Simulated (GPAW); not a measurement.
# ZnS (F-43m) in GPAW: notebook

Aim: see how the results for ZnS move with the level of theory and the settings. Levels: LDA, BLYP. Tasks: equation of state, band structure.

Program: GPAW 26.7.0. These are calculated values, not measurements. Logs are shortened: lines on timing, memory, paths and dates and some standing lists are left out, and cuts for length are marked. The log counts tension as positive stress, the text compression.

**The experiment to reproduce.**

“Electronic, vibrational, and thermodynamic properties of ZnS (zincblende and rocksalt structure)”, 2009, arxiv:0911.5022 quotes, for a bulk crystal of ZnS at 19 K: band gap 3.85 eV (direct).

How close the calculation comes is told below.

**1. Starting point**

It takes space group F-43m (No. 216, cubic). The conventional cell has a = 5.404 Å, b = 5.404 Å, c = 5.404 Å, α = 90.00°, β = 90.00°, γ = 90.00°. Zn (site symmetry -43m) has 4 S at 2.34 Å as nearest neighbours. S (site symmetry -43m) is surrounded by 4 Zn at 2.34 Å.

**2. Equation of state, LDA**

run.py

```python
from ase import Atoms
from ase.eos import EquationOfState
from ase.io import Trajectory
from ase.units import GPa
from gpaw import GPAW, PW

atoms = Atoms(['Zn', 'S'],
              cell=[[0.0, 2.702, 2.702],
                    [2.702, 0.0, 2.702],
                    [2.702, 2.702, 0.0]],
              scaled_positions=[[0.75, 0.75, 0.75],
                                [0.0, 0.0, 0.0]],
              pbc=True)

traj = Trajectory('eos.traj', 'w')
volumes, energies = [], []
for x in [0.94, 0.96, 0.98, 1.0, 1.02, 1.04, 1.06]:
    a = atoms.copy()
    a.set_cell(atoms.cell * x**(1 / 3), scale_atoms=True)
    calc = GPAW(mode=PW(600),
                xc='LDA',
                kpts={'size': (7, 7, 7), 'gamma': True},
                occupations={'name': 'fermi-dirac', 'width': 0.05},
                nbands=18,
                convergence={'density': 1e-05, 'energy': 1e-05},
                maxiter=150,
                txt=f'eos-{x:.2f}.txt')
    a.calc = calc
    energies.append(a.get_potential_energy(force_consistent=True))
    volumes.append(a.get_volume())
    p = -a.get_stress()[:3].mean() / GPa
    calc.write(f'eos-{x:.2f}.gpw')
    traj.write(a)
    print(f'{x:.2f} {volumes[-1]:10.4f} A^3 {energies[-1]:14.6f} eV {p:9.3f} GPa', flush=True)

v0, e0, B = EquationOfState(volumes, energies, eos='birchmurnaghan').fit()
print(f'V0 = {v0:.4f} A^3, E0 = {e0:.6f} eV, B0 = {B / GPa:.2f} GPa')
```

Potentials or basis: the program's PAW data sets (release 1.2.1) made for this functional, pw.

Command:

```console
$ OMP_NUM_THREADS=1 python run.py
```

Standard output:

```text
__  _  _
 | _ |_)|_||  |
 |__||  | ||/\| - 26.7.0

Input parameters:
  mode=PW(ecut=600.0),
  convergence={'density': 1e-05, 'energy': 1e-05},
  kpts=MonkhorstPack(size=(7, 7, 7), gamma=True),
  maxiter=150,
  nbands=18,
  occupations=Occupations(name='fermi-dirac', width=0.05),
  xc=XC(name='LDA')

Diagonalizing LCAO Hamiltonian
Converting LCAO to pw mode

                    Zn

       S

Atoms  # Å, Bohr magnetons
|   | symbol |        x |        y |        z |    initial magnetic moments |
|---|--------|----------|----------|----------|-----------------------------|
| 0 |     Zn | 3.970262 | 3.970262 | 3.970262 | ( 0.0000,  0.0000,  0.0000) |
| 1 |      S | 0.000000 | 0.000000 | 0.000000 | ( 0.0000,  0.0000,  0.0000) |

Unit cell  # Å
| periodic |        x |        y |        z |  lengths |    angles |
|----------|----------|----------|----------|----------|-----------|
|      yes | 0.000000 | 2.646842 | 2.646842 | 3.743199 | 60.000000 |
|      yes | 2.646842 | 0.000000 | 2.646842 | 3.743199 | 60.000000 |
|      yes | 2.646842 | 2.646842 | 0.000000 | 3.743199 | 60.000000 |

Number of symmetries: 24
Symmetry operations  # r_c * U_cc + t_c -> r_c
|    | kind |            matrix            |
|----|------|------------------------------|
|  0 |  E   |  1, 0, 0,  0, 1, 0,  0, 0, 1 |
|  1 |  σ   |  1, 0, 0,  0, 0, 1,  0, 1, 0 |
|  2 |  σ   |  1, 0,-1,  0, 1,-1,  0, 0,-1 |
|  3 |  C3  |  1, 0,-1,  0, 0,-1,  0, 1,-1 |
|  4 |  C3  |  1,-1, 0,  0,-1, 1,  0,-1, 0 |
|  5 |  σ   |  1,-1, 0,  0,-1, 0,  0,-1, 1 |
|  6 |  σ   |  0, 1, 0,  1, 0, 0,  0, 0, 1 |
|  7 |  C3  |  0, 1, 0,  0, 0, 1,  1, 0, 0 |
|  8 |  C2  |  0, 1,-1,  1, 0,-1,  0, 0,-1 |
|  9 |  S4  |  0, 1,-1,  0, 0,-1,  1, 0,-1 |
| 10 |  C3  |  0, 0, 1,  1, 0, 0,  0, 1, 0 |
| 11 |  σ   |  0, 0, 1,  0, 1, 0,  1, 0, 0 |
| 12 |  S4  |  0, 0,-1,  1, 0,-1,  0, 1,-1 |
| 13 |  C3  |  0, 0,-1,  0, 1,-1,  1, 0,-1 |
| 14 |  S4  |  0,-1, 1,  1,-1, 0,  0,-1, 0 |
| 15 |  C2  |  0,-1, 1,  0,-1, 0,  1,-1, 0 |
| 16 |  C3  |  0,-1, 0,  1,-1, 0,  0,-1, 1 |
| 17 |  S4  |  0,-1, 0,  0,-1, 1,  1,-1, 0 |
| 18 |  S4  | -1, 1, 0, -1, 0, 1, -1, 0, 0 |
| 19 |  C3  | -1, 1, 0, -1, 0, 0, -1, 0, 1 |
| 20 |  C3  | -1, 0, 1, -1, 1, 0, -1, 0, 0 |
| 21 |  S4  | -1, 0, 1, -1, 0, 0, -1, 1, 0 |
| 22 |  σ   | -1, 0, 0, -1, 1, 0, -1, 0, 1 |
| 23 |  C2  | -1, 0, 0, -1, 0, 1, -1, 1, 0 |

BZ-sampling:
  Number of BZ points: 343
  Number of IBZ points: 20

  Monkhorst-Pack size: [7, 7, 7]
  Monkhorst-Pack shift: [0, 0, 0]

K-points  # in reciprocal-cell coordinates
|     |                                coordinates |     weight |
|-----|--------------------------------------------|------------|
|   0 | (  0.00000000,   0.00000000,   0.00000000) | 0.00291545 |
|   1 | (  0.14285714,   0.14285714,   0.00000000) | 0.01749271 |
|   2 | (  0.14285714,   0.14285714,   0.14285714) | 0.02332362 |
|   3 | (  0.28571429,   0.14285714,   0.14285714) | 0.03498542 |
|   4 | (  0.28571429,   0.28571429,   0.00000000) | 0.01749271 |
|   5 | (  0.28571429,   0.28571429,   0.14285714) | 0.06997085 |
|   6 | (  0.28571429,   0.28571429,   0.28571429) | 0.02332362 |
|   7 | (  0.42857143,  -0.28571429,  -0.28571429) | 0.03498542 |
|   8 | (  0.42857143,   0.28571429,  -0.42857143) | 0.13994169 |
|   9 | (  0.42857143,   0.28571429,  -0.28571429) | 0.06997085 |
| ... |                                            |            |
|  19 | (  0.42857143,   0.42857143,   0.42857143) | 0.02332362 |

Plane wave coefficients: 1259
Cutoff: 600.0 eV

Spin-components: 1 (collinear spins)
Bands:           18
Projectors:      11
Spin-degeneracy: 2
Datatype:        complex128

Parallelization:
  kpt:    1
  domain: 1
  band:   1

Density:
  Valence electrons: 18.0
  Components: 1
  Grid points: [24 24 24]
  Charge: 0.0  # |e|

Potential:
  Grid points: [24 24 24]

species:
  Zn:
    name:    Zinc
    Z:       30.0
    valence: 12
    core:    18
    charge:  0.0  # [|e|]
    compensation charges:
      type: gauss
      rc: 0.37  # [Å]
      lmax: 2
    cutoffs:
      filter: 2.14  # [Å]
      core: 2.28  # [Å]
    projectors
    | kind |    occ | energy [eV] | rcut [Å] |
    |------|--------|-------------|----------|
    |   4s |  2.000 |      -6.218 |    1.286 |
    |   4p |  0.000 |      -1.230 |    1.270 |
    |   3d | 10.000 |     -10.426 |    1.180 |
    |    s |        |      20.994 |    1.286 |
    |    p |        |      25.981 |    1.270 |
    |    d |        |      16.786 |    1.180 |

    Using partial waves for Zn as LCAO basis

  S:
    name:    Sulfur
    Z:       16.0
    valence: 6
    core:    10
    charge:  0.0  # [|e|]
    compensation charges:
      type: gauss
      rc: 0.24  # [Å]
      lmax: 2
    cutoffs:
      filter: 1.77  # [Å]
      core: 1.66  # [Å]
    projectors
    | kind |    occ | energy [eV] | rcut [Å] |
    |------|--------|-------------|----------|
    |   3s |  2.000 |     -17.278 |    0.974 |
    |   3p |  4.000 |      -7.106 |    0.979 |
    |    s |        |       9.933 |    0.974 |
    |    p |        |      20.105 |    0.979 |
    |    d |        |       0.000 |    0.900 |

    Using partial waves for S as LCAO basis

Reference energy: -59612.485647  # eV

eigensolver:
  PPCG
  Converge bands: occupied
  niter=2

density mixing:
  MSR1-Mixer
  Pratt-step length: 0.05
  Maximum mixing coefficient: 0.75
  Old densities: 10
  SVD Regularization: 0.005
  Good broyden scale: 1.0
  Trust region scale: 1.0
  Backstep threshold: 4.0
  History deletion threshold: 6.0
  Fourier metric: weight=20.0, sigma=0.015

occupation numbers:
  Fermi-Dirac:
    width: 0.0500  # eV

poisson solver:
  ecut: 4800.0  # eV

xc functional:
  name: None

convergence criteria:
[... 6 lines left out ...]
|iter     | |      energy | eigst |  dens |
|---------|-|-------------|-------|-------|
|iter:   1| |   -8.683474 | -0.04 |       |
|iter:   2| |   -8.599581 | -1.79 | -1.21 |
|iter:   3| |   -8.318441 | -1.60 | -1.25 |
|iter:   4| |   -8.313989 | -2.89 | -1.80 |
|iter:   5| |   -8.314040 | -4.08 | -2.26 |
|iter:   6| |   -8.314056c| -5.44 | -3.46 |
|iter:   7| |   -8.314060c| -6.42 | -3.79 |
|iter:   8| |   -8.314061c| -7.28 | -4.26 |
|iter:   9| |   -8.314061c| -8.03c| -5.29c|

Converged in 9 steps
Energy contributions relative to reference atoms: (reference = -59612.485647)

Energy contributions:
  Kinetic:          11.121926
  Coulomb:          -9.095728
  Zero:              0.020716
  External:          0.000000
  Xc:              -10.360974
  Entropy:          -0.000000
  Spinorbit:         0.000000
  ----------------------------
  Free energy:      -8.314061
  Extrapolated:     -8.314061

dipole moment: (-14.180937, -14.180937, -14.180937)  # |e|*Ang

Fermi level: 5.142
Eigenvalues  # (at kpt = [0.000, 0.000, 0.000])
| band index |      eig [eV] | occ [0-2] |
|------------|---------------|-----------|
|          0 |        -9.403 |     2.000 |
|          1 |        -2.547 |     2.000 |
|          2 |        -2.547 |     2.000 |
|          3 |        -2.547 |     2.000 |
|          4 |        -1.993 |     2.000 |
|          5 |        -1.993 |     2.000 |
[... 10 lines left out ...]
|         16 |        18.681 |     0.000 |
|         17 |        18.681 |     0.000 |

Gap: 2.135 eV
Transition (v -> c):
  (s=0, k=0, n=8, [0.00, 0.00, 0.00]) -> (s=0, k=0, n=9, [0.00, 0.00, 0.00])
No difference between direct/indirect transitions

Stress tensor  # eV/Ang^3
|         x |        y |         z |
|-----------|----------|-----------|
|  0.001753 | 0.000000 | -0.000000 |
|  0.000000 | 0.001753 |  0.000000 |
| -0.000000 | 0.000000 |  0.001753 |

# Writing to eos-0.94.gpw (mode='')
```

eos-0.96.txt:

```text
SCF iterations
|iter     | |      energy | eigst |  dens |
|---------|-|-------------|-------|-------|
|iter:   1| |   -8.674655 | -0.05 |       |
|iter:   2| |   -8.591365 | -1.82 | -1.21 |
|iter:   3| |   -8.312866 | -1.60 | -1.25 |
|iter:   4| |   -8.308555 | -2.88 | -1.80 |
|iter:   5| |   -8.308620 | -4.18 | -2.27 |
|iter:   6| |   -8.308630c| -5.33 | -3.42 |
[... 45 lines left out ...]
Transition (v -> c):
  (s=0, k=0, n=8, [0.00, 0.00, 0.00]) -> (s=0, k=0, n=9, [0.00, 0.00, 0.00])
No difference between direct/indirect transitions

Stress tensor  # eV/Ang^3
|         x |         y |         z |
|-----------|-----------|-----------|
|  0.012530 | -0.000000 | -0.000000 |
| -0.000000 |  0.012530 |  0.000000 |
| -0.000000 |  0.000000 |  0.012530 |

# Writing to eos-0.96.gpw (mode='')
```

Wall time 34 s (1 thread of INTEL XEON PLATINUM 8581C at 2.30GHz (Emerald Rapids), shared host); peak memory 0.22 GiB.

What came out:

| Property | Result |
| --- | --- |
| Equilibrium volume | 18.50 Å³/atom (rough: see the caveat) |
| Bulk modulus | 87 GPa (rough) |

Energy against volume, from the lowest point:
```csv
volume (Å³/atom),energy (meV/atom)
18.543,0.00
18.938,2.71
19.332,9.43
19.727,19.72
20.121,33.21
20.516,49.52
20.910,68.34
```

Caveat: the minimum lies outside the volumes run.

**3. Band structure, BLYP**

run.py

```python
import spglib
from ase import Atoms
from ase.dft.bandgap import bandgap
from ase.io import read, write
from ase.units import GPa
from gpaw import GPAW, PW, setup_paths

setup_paths.insert(0, '.')

atoms = read('ZnS.cif')
cell, positions, numbers = spglib.find_primitive(
    (atoms.cell[:], atoms.get_scaled_positions(), atoms.numbers), symprec=1e-4)
atoms = Atoms(numbers, cell=cell, scaled_positions=positions, pbc=True)

calc = GPAW(mode=PW(600),
            xc='BLYP',
            kpts={'size': (7, 7, 7), 'gamma': True},
            occupations={'name': 'fermi-dirac', 'width': 0.05},
            nbands=18,
            convergence={'density': 1e-05, 'energy': 1e-05},
            eigensolver='davidson',
            maxiter=150,
            txt='gpaw.txt')
atoms.calc = calc
energy = atoms.get_potential_energy()
forces = atoms.get_forces()
stress = atoms.get_stress()
calc.write('gs.gpw')
write('result.traj', atoms)
print(f'Energy: {energy:.6f} eV')
print('Forces (eV/A):')
print(forces.round(4))
print('Stress (GPa):', (stress / GPa).round(3))
print('Fermi level:', round(calc.get_fermi_level(), 4), 'eV')
print(f'Gap: {bandgap(calc)[0]:.4f} eV, direct: {bandgap(calc, direct=True)[0]:.4f} eV')

path = atoms.cell.bandpath('GXWKGLUWLK,UX', npoints=100, eps=1e-4)
bs_calc = calc.fixed_density(kpts=path, symmetry='off', nbands=28,
                             convergence={'bands': 'CBM+6.0', 'eigenstates': 1e-6}, txt='bands.txt')
bs = bs_calc.band_structure()
bs.write('bs.json')
print(f'Gap on the path: {bandgap(bs_calc)[0]:.4f} eV')
```

ZnS.cif

```cif
data_ZnS
_cell_length_a 5.40400000
_cell_length_b 5.40400000
_cell_length_c 5.40400000
_cell_angle_alpha 90.00000000
_cell_angle_beta 90.00000000
_cell_angle_gamma 90.00000000
_space_group_name_H-M_alt 'F-43m'
_space_group_name_Hall 'F -4 2 3'
_space_group_IT_number 216
loop_
_space_group_symop_operation_xyz
'x,y,z'
'y,-x,-z'
'-x,-y,z'
'-y,x,-z'
'x,-y,-z'
'y,x,z'
'-x,y,-z'
'-y,-x,z'
'z,x,y'
'-z,y,-x'
'z,-x,-y'
'-z,-y,x'
'-z,x,-y'
'z,y,x'
'-z,-x,y'
'z,-y,-x'
'y,z,x'
'-x,-z,y'
'-y,z,-x'
'x,-z,-y'
'-y,-z,x'
'x,z,y'
'y,-z,-x'
'-x,z,-y'
'x,y+1/2,z+1/2'
'y,-x+1/2,-z+1/2'
'-x,-y+1/2,z+1/2'
'-y,x+1/2,-z+1/2'
'x,-y+1/2,-z+1/2'
'y,x+1/2,z+1/2'
'-x,y+1/2,-z+1/2'
'-y,-x+1/2,z+1/2'
'z,x+1/2,y+1/2'
'-z,y+1/2,-x+1/2'
'z,-x+1/2,-y+1/2'
'-z,-y+1/2,x+1/2'
'-z,x+1/2,-y+1/2'
'z,y+1/2,x+1/2'
'-z,-x+1/2,y+1/2'
'z,-y+1/2,-x+1/2'
'y,z+1/2,x+1/2'
'-x,-z+1/2,y+1/2'
'-y,z+1/2,-x+1/2'
'x,-z+1/2,-y+1/2'
'-y,-z+1/2,x+1/2'
'x,z+1/2,y+1/2'
'y,-z+1/2,-x+1/2'
'-x,z+1/2,-y+1/2'
'x+1/2,y,z+1/2'
'y+1/2,-x,-z+1/2'
'-x+1/2,-y,z+1/2'
'-y+1/2,x,-z+1/2'
'x+1/2,-y,-z+1/2'
'y+1/2,x,z+1/2'
'-x+1/2,y,-z+1/2'
'-y+1/2,-x,z+1/2'
'z+1/2,x,y+1/2'
'-z+1/2,y,-x+1/2'
'z+1/2,-x,-y+1/2'
'-z+1/2,-y,x+1/2'
'-z+1/2,x,-y+1/2'
'z+1/2,y,x+1/2'
'-z+1/2,-x,y+1/2'
'z+1/2,-y,-x+1/2'
'y+1/2,z,x+1/2'
'-x+1/2,-z,y+1/2'
'-y+1/2,z,-x+1/2'
'x+1/2,-z,-y+1/2'
'-y+1/2,-z,x+1/2'
'x+1/2,z,y+1/2'
'y+1/2,-z,-x+1/2'
'-x+1/2,z,-y+1/2'
'x+1/2,y+1/2,z'
'y+1/2,-x+1/2,-z'
'-x+1/2,-y+1/2,z'
'-y+1/2,x+1/2,-z'
'x+1/2,-y+1/2,-z'
'y+1/2,x+1/2,z'
'-x+1/2,y+1/2,-z'
'-y+1/2,-x+1/2,z'
'z+1/2,x+1/2,y'
'-z+1/2,y+1/2,-x'
'z+1/2,-x+1/2,-y'
'-z+1/2,-y+1/2,x'
'-z+1/2,x+1/2,-y'
'z+1/2,y+1/2,x'
'-z+1/2,-x+1/2,y'
'z+1/2,-y+1/2,-x'
'y+1/2,z+1/2,x'
'-x+1/2,-z+1/2,y'
'-y+1/2,z+1/2,-x'
'x+1/2,-z+1/2,-y'
'-y+1/2,-z+1/2,x'
'x+1/2,z+1/2,y'
'y+1/2,-z+1/2,-x'
'-x+1/2,z+1/2,-y'
loop_
_atom_site_label
_atom_site_type_symbol
_atom_site_symmetry_multiplicity
_atom_site_Wyckoff_symbol
_atom_site_fract_x
_atom_site_fract_y
_atom_site_fract_z
_atom_site_occupancy
Zn1 Zn 4 c 0.2500000000 0.2500000000 0.2500000000 1
S1 S 4 a 0.0000000000 0.0000000000 0.0000000000 1
```

Potentials or basis: PAW data sets generated in the run's folder for this functional, pw.

Command:

```console
$ gpaw-setup -f BLYP S Zn
$ OMP_NUM_THREADS=1 python run.py
```

gpaw.txt:

```text
__  _  _
 | _ |_)|_||  |
 |__||  | ||/\| - 26.7.0

Input parameters:
  mode=PW(ecut=600.0),
  convergence={'density': 1e-05, 'energy': 1e-05},
  eigensolver=Davidson(niter=2),
  kpts=MonkhorstPack(size=(7, 7, 7), gamma=True),
  maxiter=150,
  nbands=18,
  occupations=Occupations(name='fermi-dirac', width=0.05),
  xc=XC(name='BLYP')

Diagonalizing LCAO Hamiltonian
Converting LCAO to pw mode

           Zn

       S

Atoms  # Å, Bohr magnetons
|   | symbol |        x |        y |        z |    initial magnetic moments |
|---|--------|----------|----------|----------|-----------------------------|
| 0 |     Zn | 1.351000 | 1.351000 | 1.351000 | ( 0.0000,  0.0000,  0.0000) |
| 1 |      S | 0.000000 | 0.000000 | 0.000000 | ( 0.0000,  0.0000,  0.0000) |

Unit cell  # Å
| periodic |        x |        y |        z |  lengths |    angles |
|----------|----------|----------|----------|----------|-----------|
|      yes | 0.000000 | 2.702000 | 2.702000 | 3.821205 | 60.000000 |
|      yes | 2.702000 | 0.000000 | 2.702000 | 3.821205 | 60.000000 |
[... 177 lines left out ...]
Energy contributions relative to reference atoms: (reference = -59734.185231)

Energy contributions:
  Kinetic:          16.926663
  Coulomb:         -14.519828
  Zero:              0.050692
  External:          0.000000
  Xc:               -8.268722
  Entropy:          -0.000000
  Spinorbit:         0.000000
  ----------------------------
  Free energy:      -5.811195
  Extrapolated:     -5.811195

dipole moment: (-19.987389, -19.987389, -19.987389)  # |e|*Ang

Fermi level: 5.071
Eigenvalues  # (at kpt = [0.000, 0.000, 0.000])
| band index |      eig [eV] | occ [0-2] |
|------------|---------------|-----------|
|          0 |        -9.007 |     2.000 |
|          1 |        -2.261 |     2.000 |
|          2 |        -2.261 |     2.000 |
|          3 |        -2.261 |     2.000 |
|          4 |        -1.768 |     2.000 |
|          5 |        -1.768 |     2.000 |
[... 10 lines left out ...]
|         16 |        18.818 |     0.000 |
|         17 |        18.818 |     0.000 |

Gap: 2.091 eV
Transition (v -> c):
  (s=0, k=0, n=8, [0.00, 0.00, 0.00]) -> (s=0, k=0, n=9, [0.00, 0.00, 0.00])
No difference between direct/indirect transitions

Forces  # eV/Ang
|       x |        y |       z |
|---------|----------|---------|
| 0.00000 | -0.00000 | 0.00000 |  # Zn   0
| 0.00000 |  0.00000 | 0.00000 |  # S    1

Stress tensor  # eV/Ang^3
|         x |         y |         z |
|-----------|-----------|-----------|
| -0.029706 |  0.000000 | -0.000000 |
|  0.000000 | -0.029706 |  0.000000 |
| -0.000000 |  0.000000 | -0.029706 |

# Writing to gs.gpw (mode='')
```

stdout:

```text
Energy: -5.811195 eV
Forces (eV/A):
[[ 0. -0.  0.]
 [ 0.  0.  0.]]
Stress (GPa): [-4.759 -4.759 -4.759  0.    -0.     0.   ]
Fermi level: 5.0708 eV
Gap: 2.0914 eV, direct: 2.0914 eV
Gap on the path: 2.0914 eV
```

Run time: 33 s. Hardware: 1 thread of INTEL XEON PLATINUM 8581C at 2.30GHz (Emerald Rapids), shared host; peak memory 0.26 GiB.

Results:

```yaml
Free_energy: -5.8112 eV
Pressure: 4.8 GPa
Band_gap_on_the_k_mesh: 2.09 eV, direct
Band_gap_along_the_path: 2.09 eV, direct
```

Levels at the corners of the path, in eV from the valence-band top:
| point | band 5 | band 6 | band 7 | band 8 | band 9 | band 10 | band 11 | band 12 | band 13 |
| --- | --- | --- | --- | --- | --- | --- | --- | --- | --- |
| Γ | -5.89 | -5.89 | 0.00 | 0.00 | 0.00 | 2.09 | 6.41 | 6.41 | 6.41 |
| X | -5.82 | -5.67 | -4.57 | -2.19 | -2.19 | 3.55 | 4.10 | 11.00 | 11.91 |
| W | -5.93 | -5.50 | -4.59 | -2.69 | -2.67 | 5.83 | 5.96 | 7.90 | 8.33 |
| K | -5.86 | -5.55 | -4.62 | -3.06 | -1.78 | 4.21 | 5.98 | 9.44 | 9.76 |
| Γ | -5.89 | -5.89 | 0.00 | 0.00 | 0.00 | 2.09 | 6.41 | 6.41 | 6.41 |
| L | -5.86 | -5.69 | -5.25 | -0.86 | -0.86 | 3.30 | 6.96 | 6.96 | 9.00 |
| U | -5.86 | -5.55 | -4.62 | -3.06 | -1.78 | 4.21 | 5.98 | 9.44 | 9.76 |
| W | -5.93 | -5.50 | -4.59 | -2.69 | -2.67 | 5.83 | 5.96 | 7.90 | 8.33 |
| L | -5.86 | -5.69 | -5.25 | -0.86 | -0.86 | 3.30 | 6.96 | 6.96 | 9.00 |
| K | -5.86 | -5.55 | -4.62 | -3.06 | -1.78 | 4.21 | 5.98 | 9.44 | 9.76 |
| U | -5.86 | -5.55 | -4.62 | -3.06 | -1.78 | 4.21 | 5.98 | 9.44 | 9.76 |
| X | -5.82 | -5.67 | -4.57 | -2.19 | -2.19 | 3.55 | 4.10 | 11.00 | 11.91 |

**4. How close it comes**

Step 3. A measured gap of ZnS is 3.85 eV (direct; 19 K; quoted in “Electronic, vibrational, and thermodynamic properties of ZnS (zincblende and rocksalt structure)”, 2009, arxiv:0911.5022); the calculated 2.09 eV misses it by -1.76 eV. The value is that of BLYP, without temperature or zero-point motion. Semilocal functionals fall short of measured gaps as a rule.
